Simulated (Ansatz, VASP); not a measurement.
## One calculation of Se, two programs

Contents of INCAR:

```
PREC = Accurate
ENCUT = 520
EDIFF = 1E-7
ISMEAR = -1
SIGMA = 0.05
LREAL = False
LASPH = True
NELM = 80
ALGO = Normal
ISIF = 2
LWAVE = False
LCHARG = False
GGA = PE
NBANDS = 16
```

The input KPOINTS:

```
Automatic mesh
0
Gamma
  7 7 6
```

File POSCAR:

```
Se
1.0
    4.3551700000      0.0000000000      0.0000000000
   -2.1775850000      3.7716878578      0.0000000000
    0.0000000000      0.0000000000      4.9494500000
Se
3
Direct
    0.7830000000      0.7830000000      0.5000000000
    0.0000000000      0.2170000000      0.8333333333
    0.2170000000      0.0000000000      0.1666666667
```

input.yaml

```yaml
crystal:
  lattice:
    - [4.35517, 0.0, 0.0]
    - [-2.177585, 3.7716878578, 0.0]
    - [0.0, 0.0, 4.94945]
  atoms:
    - { symbol: Se, position: [0.783, 0.783, 0.5] }
    - { symbol: Se, position: [0.0, 0.217, 0.8333333333] }
    - { symbol: Se, position: [0.217, 0.0, 0.1666666667] }
hamiltonian:
  xc: pbe
  pseudopotentials: { kind: paw }
kpoints:
  mp_grid: { grid: [7, 7, 6] }
scf:
  occupations: { method: fermi_dirac, width: 0.05 }
output:
  forces: true
  stress: true
  eigenvalues: true
```

Alike in both runs: task single point; functional PBE; k mesh 7 × 7 × 6; occupations fermi-dirac, width 0.05 eV; no spin polarisation.

|  | VASP | Ansatz |
| --- | --- | --- |
| version | VASP 6.6.1 | Ansatz 0.2.0 |
| potentials or method | VASP PAW PBE potentials, release 64 (Se) | Ansatz PAW |
| plane-wave cutoff (eV) | 520 | 420 |
| valence electrons in the cell | 18 | 48 |

Ansatz gave:

* gap on the k mesh at the Fermi level (eV): 1.17
* least direct gap on the mesh (eV): 1.39
* pressure (GPa): 5.5
* largest component of the traceless stress (GPa): 1.84
* rms of the force components (eV/Å): 0.660

Problem. Estimate VASP's values.

Solution. gap on the k mesh at the Fermi level (eV): 1.16; least direct gap on the mesh (eV): 1.38; pressure (GPa): 5.7; largest component of the traceless stress (GPa): 1.92; rms of the force components (eV/Å): 0.686.

Atom by atom the forces differ by 0.025 eV/Å (rms over components). With one functional, cell and mesh, what is left measures potentials, basis and numerics. The two sets of potentials don't hold the same shells in valence.

Caveats: forces of over 1 eV/Å show positions far from the minimum, so gaps and moduli don't describe the material at rest; an odd mesh through Γ misses points on the zone boundary, where band edges often lie (VASP); odd divisions of the mesh miss points on the zone boundary, where band edges often lie, so the gap on the mesh can be too wide (Ansatz). A hybrid or GW would open this gap; PBE tends to underestimate it.
